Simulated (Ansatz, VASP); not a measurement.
**Si4N: VASP beside Ansatz**

File INCAR:

```
SYSTEM = Si4N
ALGO = Normal ; EDIFF = 1E-6
ENCUT = 520 ; GGA = PE
ISIF = 2 ; ISMEAR = 0
ISPIN = 2 ; LASPH = .True.
LCHARG = .True. ; LELF = .True.
LORBIT = 11 ; LREAL = .False.
LVHAR = .True. ; LWAVE = .False.
MAGMOM = 0 0 0 0 1 ; NBANDS = 22
NELM = 150 ; PREC = Accurate
SIGMA = 0.1
```

KPOINTS

```
k-points
0
Gamma
  4 4 4
  0 0 0
```

POSCAR

```
Si4N
1.0
    4.1130965200      0.0000000000      0.0000000000
    0.0000000000      4.1130965200      0.0000000000
    0.0000000000      0.0000000000      4.1130965200
Si N
4 1
Direct
    0.5000000000      0.0000000000      0.0000000000
    0.0000000000      0.5000000000      0.0000000000
    0.0000000000      0.0000000000      0.5000000000
    0.5000000000      0.5000000000      0.5000000000
    0.0000000000      0.0000000000      0.0000000000
```

Input for Ansatz:

```yaml
crystal:
  lattice:
    - [4.11309652, 0.0, 0.0]
    - [0.0, 4.11309652, 0.0]
    - [0.0, 0.0, 4.11309652]
  atoms:
    - { symbol: Si, position: [0.5, 0.0, 0.0] }
    - { symbol: Si, position: [0.0, 0.5, 0.0] }
    - { symbol: Si, position: [0.0, 0.0, 0.5] }
    - { symbol: Si, position: [0.5, 0.5, 0.5] }
    - { symbol: "N", position: [0.0, 0.0, 0.0], spin: 1.0 }
basis:
  ecutwfc: 420
kpoints:
  mp_grid: { grid: [4, 4, 4] }
hamiltonian:
  xc: pbe
scf:
  occupations: { method: gaussian, width: 0.1 }
  lower_state_search: "off"
output:
  forces: true
  stress: true
  eigenvalues: true
  populations: true
magnetization:
  spin_polarized: true
```

Change from the starting cell: species swapped into the Co4N type (Pm-3m, No. 221).

Alike in both runs: task single point; functional PBE; k mesh 4 × 4 × 4; occupations gaussian, width 0.1 eV; collinear spin.

|  | VASP | Ansatz |
| --- | --- | --- |
| version | VASP 6.6.1 | Ansatz 0.2.0 |
| potentials or method | VASP PAW PBE potentials, release 64 (Si, N) | scalar-relativistic, plane waves, PAW |
| plane-wave cutoff (eV) | 520 | 420 |
| valence electrons in the cell | 21 | 21 |

```tsv
	VASP	Ansatz	Ansatz less VASP
gap on the k mesh at the Fermi level (eV)	none	none	-
pressure (GPa)	-2.5	-2.6	-0.04
net moment per atom (μB)	0.00	0.00	0.000
```

A gap of «none» marks a metal or a gap that the smearing closes. Ansatz warned: «seeded_moment_not_kept».

Caveats: the k mesh is coarse (spacing up to 0.38 Å⁻¹), so the values aren't converged.
